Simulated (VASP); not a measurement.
**BP (zincblende), LDA single-point calculation: VASP's output and Ansatz's**

POSCAR

```
B  P
 1.0000000000000000
     0.0000000000000000    2.2683156661148307    2.2683156661148307
     2.2683156661148307    0.0000000000000000    2.2683156661148307
     2.2683156661148307    2.2683156661148307    0.0000000000000000
 B   P
   1   1
Cartesian
  0.0000000000000000 -0.0000000000000000 -0.0000000000000000
  1.1341578330574154  1.1341578330574154  1.1341578330574154
```

VASP ran with the recommended LDA PAW datasets (8 valence electrons in the cell).

From OUTCAR

```
k-points           NKPTS =     47   k-points in BZ     NKDIM =     47   number of bands    NBANDS=     11

   NELECT =       8.0000    total number of electrons

   dimension x,y,z NGX =    24 NGY =   24 NGZ =   24
   dimension x,y,z NGXF=    48 NGYF=   48 NGZF=   48

  energy-cutoff  :      520.00
  volume of cell :       23.34
      direct lattice vectors                 reciprocal lattice vectors
     0.000000000  2.268315666  2.268315666    -0.220427874  0.220427874  0.220427874
     2.268315666  0.000000000  2.268315666     0.220427874 -0.220427874  0.220427874
     2.268315666  2.268315666  0.000000000     0.220427874  0.220427874 -0.220427874

 k-points in reciprocal lattice and weights: KPOINTS created by Atomic Simulation Env
   0.00000000  0.00000000  0.00000000       0.001
   0.10000000  0.00000000  0.00000000       0.008
   0.20000000  0.00000000  0.00000000       0.008
   0.30000000  0.00000000  0.00000000       0.008
   0.40000000  0.00000000  0.00000000       0.008
   0.50000000  0.00000000  0.00000000       0.004
   0.10000000  0.10000000  0.00000000       0.006
   0.20000000  0.10000000  0.00000000       0.024
   ...

 E-fermi :   7.4729

 k-point     1 :       0.0000    0.0000    0.0000
  band No.  band energies     occupation
      1      -7.9813      2.00000
      2       7.4168      2.00000
      3       7.4168      2.00000
      4       7.4168      2.00000
      5      10.7967      0.00000
      6      10.7967      0.00000
      7      10.7967      0.00000
      8      14.7994      0.00000
      9      18.6797      0.00000
     10      19.6009      0.00000
     11      19.6009      0.00000

 k-point     2 :       0.1000    0.0000    0.0000
  band No.  band energies     occupation
      1      -7.8012      2.00000
      2       6.1244      2.00000
      3       7.1230      2.00000
      4       7.1230      2.00000
      5      11.2030      0.00000
      6      11.2030      0.00000
      7      11.2245      0.00000
      8      15.3054      0.00000
      9      18.8816      0.00000
     10      18.8816      0.00000
     11      19.2436      0.00000

 k-point     3 :       0.2000    0.0000    0.0000
  band No.  band energies     occupation
      1      -7.2677      2.00000
      2       3.7923      2.00000
      3       6.5661      2.00000
      4       6.5661      2.00000
      5      11.4283      0.00000
      6      11.9183      0.00000
      7      11.9183      0.00000
      8      16.4151      0.00000
      9      18.2570      0.00000
     10      18.2570      0.00000
     11      20.1236      0.00000

 k-point     4 :       0.3000    0.0000    0.0000
  band No.  band energies     occupation
      1      -6.4099      2.00000
      2       1.4379      2.00000
      3       6.0796      2.00000
      4       6.0796      2.00000
      5      11.3485      0.00000
      6      12.2437      0.00000
      7      12.2437      0.00000
      8      17.2420      0.00000
      9      18.8203      0.00000
     10      18.8203      0.00000
     11      20.4246      0.00000

 k-point     5 :       0.4000    0.0000    0.0000
  band No.  band energies     occupation
      1      -5.3391      2.00000
      2      -0.5832      2.00000
      3       5.7714      2.00000
      4       5.7714      2.00000
      5      11.2438      0.00000
      6      12.1725      0.00000
      7      12.1725      0.00000
      8      17.3849      0.00000
      9      20.4986      0.00000
     10      20.4986      0.00000
     11      21.2890      0.00000

 k-point     6 :       0.5000    0.0000    0.0000
  band No.  band energies     occupation
      1      -4.6464      2.00000
      2      -1.5994      2.00000
      3       5.6673      2.00000
      4       5.6673      2.00000
      5      11.2028      0.00000
      6      12.0967      0.00000
      7      12.0967      0.00000
      8      17.3403      0.00000
      9      21.9646      0.00000
     10      21.9956      0.00000
     11      21.9956      0.00000

 k-point     7 :       0.1000    0.1000    0.0000
  band No.  band energies     occupation
      1      -7.7411      2.00000
      2       6.5742      2.00000
      3       6.5742      2.00000
      4       6.6459      2.00000
      5      10.3515      0.00000
      6      11.9009      0.00000
      7      11.9009      0.00000
      8      15.1412      0.00000
      9      17.9943      0.00000
     10      19.4571      0.00000
     11      19.8610      0.00000

 k-point     8 :       0.2000    0.1000    0.0000
  band No.  band energies     occupation
      1      -7.3248      2.00000
      2       4.6002      2.00000
      3       5.9461      2.00000
      4       6.4204      2.00000
      5      10.5106      0.00000
      6      12.5185      0.00000
      7      12.7980      0.00000
      8      15.0309      0.00000
      9      18.0273      0.00000
     10      19.6518      0.00000
     11      20.4669      0.00000

 ...

  Total       -0.7552178     -0.7552178     -0.7552178     -0.0000000      0.0000000      0.0000000
  in kB      -51.8372936    -51.8372936    -51.8372936     -0.0000000      0.0000000      0.0000000
  external PRESSURE =     -51.8372936 kB  Pullay stress =       0.0000000 kB

 POSITION                                       TOTAL-FORCE (eV/Angst)
 -----------------------------------------------------------------------------------
      0.00000      0.00000      0.00000        -0.000000     -0.000000     -0.000000
      1.13416      1.13416      1.13416         0.000000      0.000000      0.000000
 -----------------------------------------------------------------------------------
    total drift:                                0.000000      0.000000      0.000000

  FREE ENERGIE OF THE ION-ELECTRON SYSTEM (eV)
  ---------------------------------------------------
  free  energy   TOTEN  =       -14.3878251814 eV

  energy  without entropy=      -14.3878251814  energy(sigma->0) =      -14.38782518
```

The two codes use different PAW datasets and cutoffs. VASP's cell holds 8 valence electrons and Ansatz's 8. LDA means the Perdew–Zunger form with relativistic exchange in VASP and the Perdew–Wang form in Ansatz. Ansatz's stress includes a Pulay correction; VASP's doesn't.

What does Ansatz give for the same cell and level of theory?

gap between bands v and c 1.19 eV; least direct gap 3.38 eV; pressure -5.1 GPa.

Ansatz printed

```
SCF 1 converged in 6 iterations: F = -876.626191 eV  dr2 = 8.60e-10
  greatest PAW one-centre occupation: 0.770 electrons in one spin orbital (limit 2), on the P atom at site 1 (counted from 0), in its partial waves of l = 0
NSCF: frozen V_eff on 7 k-points
SCF converged after 6 iterations
Free energy (F): -876.626191 eV
Harris-Foulkes:  -876.626191 eV  (|F-HF|=2.76e-10)
Internal energy: -876.626191 eV  (E = F + TS)
E sigma→0 (E₀):  -876.626191 eV
Fermi energy:    9.067693 eV
--- Per-component energies (eV) ---
  E_band       = 20.813667
  E_kinetic    = 122.076489
  E_local      = -70.042042  (includes V_loc(G=0)·N_el)
  E_nonlocal   = 46.893104
  E_hartree    = 16.954074
  E_xc         = -94.423994
  E_vxc        = -100.576818  (∫ρ·V_xc dr)
  E_paw        = -612.669358  (= ΣΔE_a)
  E_vpaw       = -11.445237  (= ΣTr[D̂ρ^β])
  E_aug_tail   = -0.000000  (compensation charges beyond the density's cutoff)
  E_ewald      = -285.577649
  E_core_change = 0.163186  (= ΣΔE_core)
  E_smearing   = -0.000000  (= −TS)
  E_closure    = 0.000000  (closes the sum)
  Σ components = -876.626191   (vs F -876.626191, Δ=0.00e0)
--- Forces (eV/Å), atoms counted from 1 ---
  atom   1  B      0.00000000    -0.00000000    -0.00000000
  atom   2  P     -0.00000000     0.00000000     0.00000000
  max |Σ_I F_I| component: 2.96e-16 eV/Å
--- Stress (GPa, compression-positive) ---
       -5.085254       0.000000       0.000000
       -0.000000      -5.085254       0.000000
       -0.000000       0.000000      -5.085254
  P = ⅓ Tr σ = -5.0853 GPa (-50.853 kbar)
--- Band table (eV; the first three rows and the last of 47) ---
  k-point 0: bands = ["-6.3357", "9.0677", "9.0677", "9.0677", "12.4454", "12.4454", "12.4454", "16.4318"]
  k-point 1: bands = ["-6.1557", "7.7761", "8.7744", "8.7744", "12.8501", "12.8501", "12.8686", "16.9414"]
  k-point 2: bands = ["-5.6226", "5.4438", "8.2181", "8.2181", "13.0665", "13.5622", "13.5622", "18.0566"]
  k-point 46: bands = ["-1.2544", "1.0545", "3.5239", "3.6856", "13.6029", "14.3815", "17.2623", "17.6435"]
```
